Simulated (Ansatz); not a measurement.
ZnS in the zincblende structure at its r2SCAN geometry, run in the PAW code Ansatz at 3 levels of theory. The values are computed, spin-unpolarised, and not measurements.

The r2SCAN input:
```yaml
crystal:
  lattice:
    - [0.0, 2.6940858329, 2.6940858329]
    - [2.6940858329, 0.0, 2.6940858329]
    - [2.6940858329, 2.6940858329, 0.0]
  atoms:
    - { symbol: Zn, position: [0.0, 0.0, 0.0] }
    - { symbol: S, position: [0.25, 0.25, 0.25] }
kpoints:
  mp_grid: { grid: [8, 8, 8] }
  band_path:
    path:
      - [0.0, 0.0, 0.0]
      - [-0.5, -0.5, 0.0]
      - [-0.375, -0.375, 0.25]
      - [-0.375, 0.0, 0.375]
      - [0.0, 0.0, 0.5]
      - [-0.5, -0.25, 0.25]
    npoints: 1
hamiltonian:
  xc: r2scan
scf:
  occupations: { method: fixed }
  n_extra_bands: 4
output:
  forces: true
  stress: true
  eigenvalues: true
```

Main results, then, where recorded, the levels near the gap in eV from the Fermi energy (columns number the bands from 0), one row a point of the path (Γ, X, U, K, L, W):
```
Crystal: 2 atoms, lattice volume = 39.108 Å³
Symmetry: 24 space group operations
Space group: F-43m (ITA 216)
```
```
Basis set: ecut = 500 eV, 965 PW (Γ)
k-points: 29 of 512 (time reversal used)
SCF 1 converged in 6 iterations: F = -4233.450259 eV  dr2 = 1.31e-8
Free energy (F): -4233.450259 eV
Fermi energy:    5.624489 eV
--- Stress (GPa, compression-positive) ---
        0.041286       0.000000       0.000000
        0.000000       0.041286       0.000000
        0.000000       0.000000       0.041286
  P = ⅓ Tr σ = 0.0413 GPa (0.413 kbar)
```
```tsv
band_6	band_7	band_8	band_9	band_10	band_11
0.000	0.000	0.000	2.705	6.864	6.864
-4.651	-2.316	-2.316	3.704	4.472	11.801
-4.720	-3.230	-1.882	4.494	6.440	9.949
-4.720	-3.230	-1.882	4.494	6.440	9.949
-5.456	-0.902	-0.902	3.824	7.357	7.357
-4.681	-2.853	-2.823	6.033	6.620	8.466
```

With r2SCAN the gap is 2.71 eV and direct, at Γ.

HSE06. Against the first input these blocks differ (the band path and keys that only write files left aside):
```yaml
kpoints:
  mp_grid: { grid: [6, 6, 6] }
hamiltonian:
  xc: hse06
```

```
Basis set: ecut = 420 eV, 749 PW (Γ)
k-points: 16 of 216 (time reversal used)
SCF 1 stopped early in 2 iterations: F = -4222.722551 eV  dr2 = 4.34e-4
Exchange kernel: α = 0.2500, screened, ω = 0.2079 Å⁻¹, Wigner–Seitz truncation, v(0) = 1046.3426 eV·Å³, q-mesh 6×6×6
SCF 2 stopped early in 6 iterations: F = -4223.399022 eV  dr2 = 1.34e-6
hybrid outer 1: dexx = +1.054e-2 eV, tail = 4.12e-5 eV
SCF 3 converged in 4 iterations: F = -4223.398444 eV  dr2 = 4.74e-9
hybrid outer 2: dexx = +8.642e-7 eV, tail = 2.32e-8 eV, Δε = 4.28e-3 eV
Free energy (F): -4223.398444 eV
Fermi energy:    5.165635 eV
--- Stress (GPa, compression-positive) ---
        1.627460       0.000000       0.000000
        0.000000       1.627460       0.000000
        0.000000       0.000000       1.627460
  P = ⅓ Tr σ = 1.6275 GPa (16.275 kbar)
```
```tsv
band_6	band_7	band_8	band_9	band_10	band_11
0.000	0.000	0.000	3.378	7.683	7.683
-5.029	-2.376	-2.376	4.364	5.269	12.611
-4.930	-3.382	-1.935	5.220	7.308	10.761
-4.930	-3.382	-1.935	5.220	7.308	10.761
-5.650	-0.925	-0.925	4.577	8.175	8.175
-4.862	-3.011	-2.897	6.779	7.592	9.248
```

With HSE06 the gap is 3.38 eV and direct, at Γ. At this geometry HSE06 finds +1.6 GPa, compression counted positive: its own equilibrium volume is larger. The stress of a hybrid is loosely converged here.

Task: In the first input these blocks are replaced (the band path and keys that only write files left aside):
```yaml
kpoints:
  mp_grid: { grid: [6, 6, 6] }
hamiltonian:
  xc: pbe0
```
What comes out?

Result:
```
Basis set: ecut = 420 eV, 749 PW (Γ)
k-points: 16 of 216 (time reversal used)
SCF 1 stopped early in 2 iterations: F = -4222.722606 eV  dr2 = 3.68e-4
SCF 2 stopped early in 6 iterations: F = -4223.666285 eV  dr2 = 2.15e-6
hybrid outer 1: dexx = +1.433e-2 eV, tail = 4.22e-5 eV
SCF 3 converged in 4 iterations: F = -4223.665749 eV  dr2 = 6.08e-9
hybrid outer 2: dexx = +8.890e-7 eV, tail = 3.35e-8 eV, Δε = 4.54e-3 eV
Free energy (F): -4223.665749 eV
Fermi energy:    4.797824 eV
--- Stress (GPa, compression-positive) ---
        1.394458       0.000000       0.000000
        0.000000       1.394458       0.000000
        0.000000       0.000000       1.394458
  P = ⅓ Tr σ = 1.3945 GPa (13.945 kbar)
```
```tsv
band_6	band_7	band_8	band_9	band_10	band_11
0.000	0.000	0.000	4.044	8.409	8.409
-5.092	-2.406	-2.406	5.057	5.981	13.349
-4.995	-3.435	-1.961	5.924	8.042	11.499
-4.995	-3.435	-1.961	5.924	8.042	11.499
-5.724	-0.938	-0.938	5.274	8.906	8.906
-4.926	-3.059	-2.944	7.498	8.336	9.987
```
PBE0 gives a direct gap of 4.04 eV at Γ. At this geometry PBE0 finds +1.4 GPa, compression counted positive: its own equilibrium volume is larger. (The program warns that its thresholds are loose for a hybrid's stress.)

The hybrids run on coarser meshes, which limits their stresses and small splittings of levels.

Totals of different functionals can't be compared.

The meshes of the hybrids are coarse, so their gaps aren't converged to the digits shown.
